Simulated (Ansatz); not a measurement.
Crystal: LiF (Griceite).

```
F Li
1.0
     0.00000    2.01400    2.01400
     2.01400    0.00000    2.01400
     2.01400    2.01400    0.00000
F Li
1 1
Direct
  0.50000 0.50000 0.50000
  0.00000 0.00000 0.00000
```

Base run:

- Program: Ansatz 0.2.0
- Functional: HSE06
- Potentials or basis: all-electron PAW datasets made for the crystal
- Cutoff: 430 eV (chosen from the basis error)
- k mesh: 8 × 8 × 8
- Occupations: fermi-dirac, width 0.05 eV
- Spin: no spin polarisation

Its results: band gap on the k mesh 11.37 eV, direct; pressure -1.0 GPa.

Q: The run is repeated on the same cell with these changes: functional from HSE06 to PBE; cutoff from 430 eV (chosen from the basis error) to 380 eV (chosen from the basis error). What comes out?

A: Band gap on the k mesh 9.07 eV, direct; pressure 2.0 GPa.

HSE06 gives the wider gap, since exact exchange removes part of the self-interaction.

A k mesh can miss the band edges.

The runs don't all hold the same shells in valence.
